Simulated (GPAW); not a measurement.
# TiTe2 (P-3m1) in GPAW: notebook

One crystal, TiTe2, is run at these levels: PBEsol; tasks: relaxation of cell and atoms.

All numbers are computed with GPAW 26.7.0; they aren't measurements. Logs are shortened: lines on timing, memory, paths and dates and some standing lists are left out, and cuts for length are marked. The log counts tension as positive stress, the text compression.

### Step 1. Starting point

The structure is trigonal, space group P-3m1 (No. 164). The conventional cell has a = 3.777 Å, b = 3.777 Å, c = 6.498 Å, α = 90.00°, β = 90.00°, γ = 120.00°. Around Te (site symmetry 3m) lie 3 Ti at 2.77 Å. Ti (site symmetry -3m) has 6 Te at 2.77 Å as nearest neighbours.

### Step 2. Relaxation of cell and atoms, PBEsol

File run.py:

```python
from ase import Atoms
from ase.filters import FrechetCellFilter
from ase.io import write
from ase.optimize import BFGS
from gpaw import GPAW, PW, setup_paths

setup_paths.insert(0, '.')

atoms = Atoms(['Te', 'Te', 'Ti'],
              cell=[[3.777, 0.0, 0.0],
                    [-1.8885, 3.2709779501, 0.0],
                    [0.0, 0.0, 6.498]],
              scaled_positions=[[0.3333333333, 0.6666666667, 0.7372],
                                [0.6666666667, 0.3333333333, 0.2628],
                                [0.0, 0.0, 0.0]],
              pbc=True)

calc = GPAW(mode=PW(600),
            xc='PBEsol',
            kpts={'size': (6, 6, 3), 'gamma': True},
            occupations={'name': 'fermi-dirac', 'width': 0.05},
            nbands=24,
            convergence={'density': 1e-05, 'forces': 0.0001},
            maxiter=150,
            txt='gpaw.txt')
atoms.calc = calc
opt = BFGS(FrechetCellFilter(atoms), trajectory='relax.traj', logfile='-')
done = opt.run(fmax=0.02, steps=60)
calc.write('gs.gpw')
write('result.traj', atoms)
print('Converged:', done)
print('Cell:', atoms.cell.cellpar().round(4))
print('Volume:', round(atoms.get_volume(), 4))
print(atoms.get_scaled_positions().round(5))
```

Potentials or basis: PAW data sets generated in the run's folder for this functional, pw.

The run is started by

```console
gpaw-setup -f PBEsol Te Ti
OMP_NUM_THREADS=1 python run.py
```

gpaw.txt:

```text
__  _  _
 | _ |_)|_||  |
 |__||  | ||/\| - 26.7.0

Input parameters:
  mode=PW(ecut=600.0),
  convergence={'density': 1e-05, 'forces': 0.0001},
  kpts=MonkhorstPack(size=(6, 6, 3), gamma=True),
  maxiter=150,
  nbands=24,
  occupations=Occupations(name='fermi-dirac', width=0.05),
  xc=XC(name='PBEsol')

Diagonalizing LCAO Hamiltonian
Converting LCAO to pw mode

        Te

            Te

       Ti

Atoms  # Å, Bohr magnetons
|   | symbol |         x |        y |        z |    initial magnetic moments |
|---|--------|-----------|----------|----------|-----------------------------|
| 0 |     Te | -0.000000 | 2.180652 | 4.790326 | ( 0.0000,  0.0000,  0.0000) |
| 1 |     Te |  1.888500 | 1.090326 | 1.707674 | ( 0.0000,  0.0000,  0.0000) |
| 2 |     Ti |  0.000000 | 0.000000 | 0.000000 | ( 0.0000,  0.0000,  0.0000) |

Unit cell  # Å
| periodic |         x |        y |        z |  lengths |     angles |
|----------|-----------|----------|----------|----------|------------|
|      yes |  3.777000 | 0.000000 | 0.000000 | 3.777000 |  90.000000 |
|      yes | -1.888500 | 3.270978 | 0.000000 | 3.777000 |  90.000000 |
|      yes |  0.000000 | 0.000000 | 6.498000 | 6.498000 | 120.000000 |

Number of symmetries: 12
Symmetry operations  # r_c * U_cc + t_c -> r_c
|    | kind |            matrix            |
|----|------|------------------------------|
|  0 |  σ   |  1, 1, 0,  0,-1, 0,  0, 0, 1 |
|  1 |  S6  |  1, 1, 0, -1, 0, 0,  0, 0,-1 |
|  2 |  E   |  1, 0, 0,  0, 1, 0,  0, 0, 1 |
|  3 |  C2  |  1, 0, 0, -1,-1, 0,  0, 0,-1 |
|  4 |  C2  |  0, 1, 0,  1, 0, 0,  0, 0,-1 |
|  5 |  C3  |  0, 1, 0, -1,-1, 0,  0, 0, 1 |
|  6 |  S6  |  0,-1, 0,  1, 1, 0,  0, 0,-1 |
|  7 |  σ   |  0,-1, 0, -1, 0, 0,  0, 0, 1 |
|  8 |  σ   | -1, 0, 0,  1, 1, 0,  0, 0, 1 |
|  9 |  i   | -1, 0, 0,  0,-1, 0,  0, 0,-1 |
| 10 |  C3  | -1,-1, 0,  1, 0, 0,  0, 0, 1 |
| 11 |  C2  | -1,-1, 0,  0, 1, 0,  0, 0,-1 |
[... 212 lines left out ...]
            Te

       Ti

Atoms  # Å, Bohr magnetons
|   | symbol |         x |        y |         z |    initial magnetic moments |
|---|--------|-----------|----------|-----------|-----------------------------|
| 0 |     Te | -0.000000 | 2.175932 |  4.782469 | ( 0.0000,  0.0000,  0.0000) |
| 1 |     Te |  1.884412 | 1.087966 |  1.701155 | ( 0.0000,  0.0000,  0.0000) |
| 2 |     Ti |  0.000000 | 0.000000 | -0.000000 | ( 0.0000,  0.0000,  0.0000) |

Unit cell  # Å
| periodic |         x |         y |         z |  lengths |     angles |
|----------|-----------|-----------|-----------|----------|------------|
|      yes |  3.768825 |  0.000000 | -0.000000 | 3.768825 |  90.000000 |
|      yes | -1.884412 |  3.263898 | -0.000000 | 3.768825 |  90.000000 |
|      yes | -0.000000 | -0.000000 |  6.483624 | 6.483624 | 120.000000 |
[... 202 lines left out ...]
|         15 |         9.716 |     0.000 |
|         16 |         9.716 |     0.000 |
|        ... |               |           |
|         23 |        17.101 |     0.000 |

No gap
No difference between direct/indirect transitions

Stress tensor  # eV/Ang^3
|         x |         y |         z |
|-----------|-----------|-----------|
|  0.014234 | -0.000000 |  0.000000 |
| -0.000000 |  0.014234 | -0.000000 |
|  0.000000 | -0.000000 |  0.013944 |

Forces  # eV/Ang
|        x |        y |        z |
|----------|----------|----------|
| -0.00000 |  0.00000 |  0.11404 |  # Te   0
|  0.00000 | -0.00000 | -0.11404 |  # Te   1
|  0.00000 |  0.00000 |  0.00000 |  # Ti   2
[... 9 lines left out ...]
Atoms  # Å, Bohr magnetons
|   | symbol |         x |         y |         z |    initial magnetic moments |
|---|--------|-----------|-----------|-----------|-----------------------------|
| 0 |     Te | -0.000000 |  2.156243 |  4.748224 | ( 0.0000,  0.0000,  0.0000) |
| 1 |     Te |  1.867361 |  1.078121 |  1.677849 | ( 0.0000,  0.0000,  0.0000) |
| 2 |     Ti | -0.000000 | -0.000000 | -0.000000 | ( 0.0000,  0.0000,  0.0000) |

Unit cell  # Å
| periodic |         x |        y |         z |  lengths |     angles |
|----------|-----------|----------|-----------|----------|------------|
|      yes |  3.734722 | 0.000000 | -0.000000 | 3.734722 |  90.000000 |
|      yes | -1.867361 | 3.234364 |  0.000000 | 3.734722 |  90.000000 |
|      yes | -0.000000 | 0.000000 |  6.426074 | 6.426074 | 120.000000 |

Number of symmetries: 12
Symmetry operations  # r_c * U_cc + t_c -> r_c
|    | kind |            matrix            |
|----|------|------------------------------|
|  0 |  σ   |  1, 1, 0,  0,-1, 0,  0, 0, 1 |
|  1 |  S6  |  1, 1, 0, -1, 0, 0,  0, 0,-1 |
|  2 |  E   |  1, 0, 0,  0, 1, 0,  0, 0, 1 |
|  3 |  C2  |  1, 0, 0, -1,-1, 0,  0, 0,-1 |
|  4 |  C2  |  0, 1, 0,  1, 0, 0,  0, 0,-1 |
|  5 |  C3  |  0, 1, 0, -1,-1, 0,  0, 0, 1 |
|  6 |  S6  |  0,-1, 0,  1, 1, 0,  0, 0,-1 |
|  7 |  σ   |  0,-1, 0, -1, 0, 0,  0, 0, 1 |
|  8 |  σ   | -1, 0, 0,  1, 1, 0,  0, 0, 1 |
|  9 |  i   | -1, 0, 0,  0,-1, 0,  0, 0,-1 |
| 10 |  C3  | -1,-1, 0,  1, 0, 0,  0, 0, 1 |
| 11 |  C2  | -1,-1, 0,  0, 1, 0,  0, 0,-1 |
[... 185 lines left out ...]
|         15 |        10.182 |     0.000 |
|         16 |        10.182 |     0.000 |
|        ... |               |           |
|         23 |        17.562 |     0.000 |

No gap
No difference between direct/indirect transitions

Stress tensor  # eV/Ang^3
|        x |        y |         z |
|----------|----------|-----------|
| 0.002193 | 0.000000 |  0.000000 |
| 0.000000 | 0.002193 |  0.000000 |
| 0.000000 | 0.000000 | -0.000282 |

Forces  # eV/Ang
|        x |        y |        z |
|----------|----------|----------|
| -0.00000 |  0.00000 | -0.19863 |  # Te   0
|  0.00000 | -0.00000 |  0.19863 |  # Te   1
|  0.00000 |  0.00000 |  0.00000 |  # Ti   2
[... 232 lines left out ...]
Stress tensor  # eV/Ang^3
|        x |        y |        z |
|----------|----------|----------|
| 0.002084 | 0.000000 | 0.000000 |
| 0.000000 | 0.002084 | 0.000000 |
| 0.000000 | 0.000000 | 0.000120 |

Forces  # eV/Ang
|        x |       y |        z |
|----------|---------|----------|
| -0.00000 | 0.00000 | -0.18353 |  # Te   0
|  0.00000 | 0.00000 |  0.18353 |  # Te   1
| -0.00000 | 0.00000 |  0.00000 |  # Ti   2

Interpolating wave functions to new cell

        Te

            Te

       Ti

Atoms  # Å, Bohr magnetons
|   | symbol |         x |         y |         z |    initial magnetic moments |
|---|--------|-----------|-----------|-----------|-----------------------------|
| 0 |     Te | -0.000000 |  2.136905 |  4.687537 | ( 0.0000,  0.0000,  0.0000) |
| 1 |     Te |  1.850614 |  1.068453 |  1.706888 | ( 0.0000,  0.0000,  0.0000) |
| 2 |     Ti | -0.000000 | -0.000000 | -0.000000 | ( 0.0000,  0.0000,  0.0000) |

Unit cell  # Å
| periodic |         x |         y |        z |  lengths |     angles |
|----------|-----------|-----------|----------|----------|------------|
|      yes |  3.701229 | -0.000000 | 0.000000 | 3.701229 |  90.000000 |
|      yes | -1.850614 |  3.205358 | 0.000000 | 3.701229 |  90.000000 |
|      yes | -0.000000 |  0.000000 | 6.394425 | 6.394425 | 120.000000 |

Number of symmetries: 12
Symmetry operations  # r_c * U_cc + t_c -> r_c
|    | kind |            matrix            |
|----|------|------------------------------|
|  0 |  σ   |  1, 1, 0,  0,-1, 0,  0, 0, 1 |
|  1 |  S6  |  1, 1, 0, -1, 0, 0,  0, 0,-1 |
|  2 |  E   |  1, 0, 0,  0, 1, 0,  0, 0, 1 |
|  3 |  C2  |  1, 0, 0, -1,-1, 0,  0, 0,-1 |
|  4 |  C2  |  0, 1, 0,  1, 0, 0,  0, 0,-1 |
|  5 |  C3  |  0, 1, 0, -1,-1, 0,  0, 0, 1 |
|  6 |  S6  |  0,-1, 0,  1, 1, 0,  0, 0,-1 |
|  7 |  σ   |  0,-1, 0, -1, 0, 0,  0, 0, 1 |
|  8 |  σ   | -1, 0, 0,  1, 1, 0,  0, 0, 1 |
|  9 |  i   | -1, 0, 0,  0,-1, 0,  0, 0,-1 |
| 10 |  C3  | -1,-1, 0,  1, 0, 0,  0, 0, 1 |
| 11 |  C2  | -1,-1, 0,  0, 1, 0,  0, 0,-1 |
[... 194 lines left out ...]
Stress tensor  # eV/Ang^3
|         x |         y |        z |
|-----------|-----------|----------|
| -0.001705 |  0.000000 | 0.000000 |
| -0.000000 | -0.001705 | 0.000000 |
|  0.000000 |  0.000000 | 0.003215 |

Forces  # eV/Ang
|       x |        y |        z |
|---------|----------|----------|
| 0.00000 |  0.00000 | -0.01010 |  # Te   0
| 0.00000 |  0.00000 |  0.01010 |  # Te   1
| 0.00000 | -0.00000 |  0.00000 |  # Ti   2

Interpolating wave functions to new cell

        Te

            Te

       Ti
[... 222 lines left out ...]
Stress tensor  # eV/Ang^3
|         x |         y |        z |
|-----------|-----------|----------|
| -0.001423 |  0.000000 | 0.000000 |
|  0.000000 | -0.001423 | 0.000000 |
|  0.000000 |  0.000000 | 0.003200 |

Forces  # eV/Ang
|       x |        y |        z |
|---------|----------|----------|
| 0.00000 |  0.00000 | -0.00988 |  # Te   0
| 0.00000 | -0.00000 |  0.00988 |  # Te   1
| 0.00000 |  0.00000 |  0.00000 |  # Ti   2

Interpolating wave functions to new cell

        Te

            Te

       Ti

Atoms  # Å, Bohr magnetons
|   | symbol |         x |         y |         z |    initial magnetic moments |
|---|--------|-----------|-----------|-----------|-----------------------------|
| 0 |     Te | -0.000000 |  2.144256 |  4.659423 | ( 0.0000,  0.0000,  0.0000) |
| 1 |     Te |  1.856980 |  1.072128 |  1.700717 | ( 0.0000,  0.0000,  0.0000) |
| 2 |     Ti | -0.000000 | -0.000000 | -0.000000 | ( 0.0000,  0.0000,  0.0000) |

Unit cell  # Å
| periodic |         x |        y |         z |  lengths |     angles |
|----------|-----------|----------|-----------|----------|------------|
|      yes |  3.713960 | 0.000000 | -0.000000 | 3.713960 |  90.000000 |
|      yes | -1.856980 | 3.216384 |  0.000000 | 3.713960 |  90.000000 |
|      yes | -0.000000 | 0.000000 |  6.360141 | 6.360141 | 120.000000 |

Number of symmetries: 12
Symmetry operations  # r_c * U_cc + t_c -> r_c
|    | kind |            matrix            |
|----|------|------------------------------|
|  0 |  σ   |  1, 1, 0,  0,-1, 0,  0, 0, 1 |
|  1 |  S6  |  1, 1, 0, -1, 0, 0,  0, 0,-1 |
|  2 |  E   |  1, 0, 0,  0, 1, 0,  0, 0, 1 |
|  3 |  C2  |  1, 0, 0, -1,-1, 0,  0, 0,-1 |
|  4 |  C2  |  0, 1, 0,  1, 0, 0,  0, 0,-1 |
|  5 |  C3  |  0, 1, 0, -1,-1, 0,  0, 0, 1 |
|  6 |  S6  |  0,-1, 0,  1, 1, 0,  0, 0,-1 |
|  7 |  σ   |  0,-1, 0, -1, 0, 0,  0, 0, 1 |
|  8 |  σ   | -1, 0, 0,  1, 1, 0,  0, 0, 1 |
|  9 |  i   | -1, 0, 0,  0,-1, 0,  0, 0,-1 |
| 10 |  C3  | -1,-1, 0,  1, 0, 0,  0, 0, 1 |
| 11 |  C2  | -1,-1, 0,  0, 1, 0,  0, 0,-1 |
[... 185 lines left out ...]
|         15 |        10.383 |     0.000 |
|         16 |        10.383 |     0.000 |
|        ... |               |           |
|         23 |        17.873 |     0.000 |

No gap
No difference between direct/indirect transitions

Stress tensor  # eV/Ang^3
|        x |         y |         z |
|----------|-----------|-----------|
| 0.000559 |  0.000000 |  0.000000 |
| 0.000000 |  0.000559 | -0.000000 |
| 0.000000 | -0.000000 |  0.001936 |

Forces  # eV/Ang
|        x |        y |        z |
|----------|----------|----------|
| -0.00000 | -0.00000 | -0.00428 |  # Te   0
|  0.00000 |  0.00000 |  0.00428 |  # Te   1
| -0.00000 |  0.00000 |  0.00000 |  # Ti   2
[... 224 lines left out ...]
|         15 |        10.404 |     0.000 |
|         16 |        10.404 |     0.000 |
|        ... |               |           |
|         23 |        17.912 |     0.000 |

No gap
No difference between direct/indirect transitions

Stress tensor  # eV/Ang^3
|        x |         y |         z |
|----------|-----------|-----------|
| 0.000622 |  0.000000 |  0.000000 |
| 0.000000 |  0.000622 | -0.000000 |
| 0.000000 | -0.000000 |  0.000678 |

Forces  # eV/Ang
|        x |        y |        z |
|----------|----------|----------|
| -0.00000 |  0.00000 | -0.00018 |  # Te   0
|  0.00000 | -0.00000 |  0.00018 |  # Te   1
|  0.00000 |  0.00000 |  0.00000 |  # Ti   2

# Writing to gs.gpw (mode='')
```

Run time: 2.3 min. Hardware: 1 thread of Arm Neoverse V2, shared host; peak memory 0.24 GiB.

What came out:

```
Free energy                            : -16.5210 eV
Relaxed volume                         : 25.26 Å³/atom
Relaxed cell                           : a = 3.716 Å, b = 3.716 Å, c = 6.337 Å, α = 90.00°, β = 90.00°, γ = 120.00°
Space group after relaxing (to 0.05 Å) : P-3m1 (No. 164)
Energy gained by relaxing              : 10.2 meV/atom
Ionic steps                            : 8
Pressure after relaxing                : -0.1 GPa
Band gap on the k mesh                 : none (metal or under the smearing width)
```

The path:
| step | energy change (eV) | largest force (eV/Å) | pressure (GPa) | volume (Å³) |
| --- | --- | --- | --- | --- |
| 1 | 0.0000 | 0.1923 | -2.74 | 80.28 |
| 2 | -0.0086 | 0.1140 | -2.27 | 79.76 |
| 3 | -0.0228 | 0.1986 | -0.22 | 77.62 |
| 4 | -0.0237 | 0.1835 | -0.23 | 77.53 |
| 5 | -0.0289 | 0.0101 | 0.01 | 75.86 |
| 6 | -0.0291 | 0.0099 | -0.02 | 75.90 |
| 7 | -0.0306 | 0.0043 | -0.16 | 75.98 |
| 8 | -0.0307 | 0.0002 | -0.10 | 75.77 |

Final structure:
```
Te Ti
1.0
     3.71557    0.00000    0.00000
    -1.85778    3.21778    0.00000
     0.00000    0.00000    6.33730
Te Ti
2 1
Direct
  0.33333 0.66667 0.73191
  0.66667 0.33333 0.26809
  0.00000 0.00000 0.00000
```

Levels at points of the mesh, in eV from the Fermi level:
```tsv
k point	band 10	band 11	band 12	band 13	band 14	band 15
(0.00, 0.00, 0.00)	0.33	0.46	0.46	0.82	1.25	1.25
(0.50, 0.50, 0.00)	-2.50	-1.73	-1.19	0.02	1.30	1.64
```

Caveat: later steps reuse the first step's grids; this functional lacks dispersion, which binds the layers, so the pressure and a relaxed spacing across them are unreliable. The run has no spin-orbit coupling, so splittings on Te are missing.

### Step 3. Relaxation of cell and atoms, PBEsol, target pressure 2 GPa, at which the enthalpy is minimised

Changes to run.py since step 2:

```diff
@@ -4,2 +4,3 @@
 from ase.optimize import BFGS
+from ase.units import GPa
 from gpaw import GPAW, PW, setup_paths
@@ -26,3 +27,3 @@
 atoms.calc = calc
-opt = BFGS(FrechetCellFilter(atoms), trajectory='relax.traj', logfile='-')
+opt = BFGS(FrechetCellFilter(atoms, scalar_pressure=2 * GPa), trajectory='relax.traj', logfile='-')
 done = opt.run(fmax=0.02, steps=60)
```

Potentials or basis: PAW data sets generated in the run's folder for this functional, pw.

The run is started by

```console
gpaw-setup -f PBEsol Te Ti
OMP_NUM_THREADS=1 python run.py
```

Wall time 2.5 min (1 thread of Arm Neoverse V2, shared host); peak memory 0.26 GiB.

Results (log left out):

* Free energy: -16.5001 eV
* Relaxed volume: 24.20 Å³/atom
* Relaxed cell: a = 3.671 Å, b = 3.671 Å, c = 6.220 Å, α = 90.00°, β = 90.00°, γ = 120.00°
* Space group after relaxing (to 0.05 Å): P-3m1 (No. 164)
* Energy change on relaxing (the enthalpy is what falls): -3.2 meV/atom
* Ionic steps: 9
* Pressure after relaxing: 1.9 GPa
* Largest force after relaxing: 0.005 eV/Å
* Band gap on the k mesh: none (metal or under the smearing width)

Forces on the atoms (eV/Å):
```
Te   0.000  0.000 -0.005
Te   0.000  0.000  0.005
Ti   0.000  0.000  0.000
```

The path:
| step | energy change (eV) | largest force (eV/Å) | pressure (GPa) | volume (Å³) |
| --- | --- | --- | --- | --- |
| 1 | 0.0000 | 0.1923 | -2.74 | 80.28 |
| 2 | -0.0132 | 0.0744 | -1.97 | 79.38 |
| 3 | -0.0104 | 0.4547 | 1.88 | 75.36 |
| 4 | -0.0135 | 0.4097 | 1.79 | 75.22 |
| 5 | -0.0033 | 0.0015 | 2.06 | 72.52 |
| 6 | -0.0057 | 0.0081 | 1.99 | 72.65 |
| 7 | -0.0119 | 0.0221 | 1.79 | 72.94 |
| 8 | -0.0127 | 0.0195 | 1.78 | 72.88 |
| 9 | -0.0095 | 0.0053 | 1.92 | 72.61 |

Final structure:
```
Te Ti
1.0
     3.67143    0.00000    0.00000
    -1.83572    3.17955    0.00000
     0.00000    0.00000    6.22029
Te Ti
2 1
Direct
  0.33333 0.66667 0.72622
  0.66667 0.33333 0.27378
  0.00000 0.00000 0.00000
```

Levels at points of the mesh, in eV from the Fermi level:
| k point | band 9 | band 10 | band 11 | band 12 | band 13 | band 14 | band 15 | band 16 |
| --- | --- | --- | --- | --- | --- | --- | --- | --- |
| (0.00, 0.00, 0.00) | -1.64 | 0.30 | 0.51 | 0.51 | 1.04 | 1.38 | 1.38 | 3.23 |
| (0.50, 0.50, 0.00) | -3.03 | -2.57 | -1.71 | -1.25 | 0.00 | 1.40 | 1.76 | 2.56 |

Caveat: later steps reuse the first step's grids; this functional lacks dispersion, which binds the layers, so the pressure and a relaxed spacing across them are unreliable.

### Step 4. Relaxation of cell and atoms, PBEsol, target pressure 5 GPa, at which the enthalpy is minimised

Changes to run.py since step 3:

```diff
@@ -27,3 +27,3 @@
 atoms.calc = calc
-opt = BFGS(FrechetCellFilter(atoms, scalar_pressure=2 * GPa), trajectory='relax.traj', logfile='-')
+opt = BFGS(FrechetCellFilter(atoms, scalar_pressure=5 * GPa), trajectory='relax.traj', logfile='-')
 done = opt.run(fmax=0.02, steps=60)
```

The run is started by

```console
gpaw-setup -f PBEsol Te Ti
OMP_NUM_THREADS=1 python run.py
```

Wall time 2.9 min (1 thread of Arm Neoverse V2, shared host); peak memory 0.26 GiB.

Results (log left out):

- Free energy: -16.4201 eV
- Relaxed volume: 23.02 Å³/atom
- Relaxed cell: a = 3.611 Å, b = 3.611 Å, c = 6.115 Å, α = 90.00°, β = 90.00°, γ = 120.00°
- Space group after relaxing (to 0.05 Å): P-3m1 (No. 164)
- Energy change on relaxing (the enthalpy is what falls): +23.9 meV/atom
- Ionic steps: 11
- Pressure after relaxing: 5.0 GPa
- Band gap on the k mesh: none (metal or under the smearing width)

Forces in eV/Å, atoms in the order of the input:
```
Te   0.000  0.000 -0.002
Te   0.000  0.000  0.002
Ti   0.000  0.000  0.000
```

The path:
| step | energy change (eV) | largest force (eV/Å) | pressure (GPa) | volume (Å³) |
| --- | --- | --- | --- | --- |
| 1 | 0.0000 | 0.1923 | -2.74 | 80.28 |
| 2 | -0.0188 | 0.0140 | -1.52 | 78.81 |
| 3 | 0.0576 | 0.8384 | 5.33 | 72.21 |
| 4 | 0.0432 | 0.7206 | 4.91 | 72.18 |
| 5 | 0.0613 | 0.0118 | 4.54 | 69.57 |
| 6 | 0.0755 | 0.0088 | 4.92 | 69.10 |
| 7 | 0.0804 | 0.0005 | 5.12 | 68.93 |
| 8 | 0.0861 | 0.0184 | 5.43 | 68.69 |
| 9 | 0.0832 | 0.0221 | 5.42 | 68.73 |
| 10 | 0.0752 | 0.0112 | 5.17 | 68.95 |
| 11 | 0.0716 | 0.0021 | 5.02 | 69.06 |

Final structure:
```
Te Ti
1.0
     3.61133    0.00000    0.00000
    -1.80567    3.12751    0.00000
     0.00000    0.00000    6.11493
Te Ti
2 1
Direct
  0.33333 0.66667 0.72032
  0.66667 0.33333 0.27968
  0.00000 0.00000 0.00000
```

Levels at points of the mesh, in eV from the Fermi level:
| k point | band 10 | band 11 | band 12 | band 13 | band 14 | band 15 |
| --- | --- | --- | --- | --- | --- | --- |
| (0.00, 0.00, 0.00) | 0.24 | 0.56 | 0.56 | 1.26 | 1.57 | 1.57 |
| (0.50, 0.50, 0.00) | -2.66 | -1.68 | -1.32 | -0.03 | 1.53 | 1.90 |

Caveat: later steps reuse the first step's grids; this functional lacks dispersion, which binds the layers, so the pressure and a relaxed spacing across them are unreliable.

(Continued in part 2 of 2.)
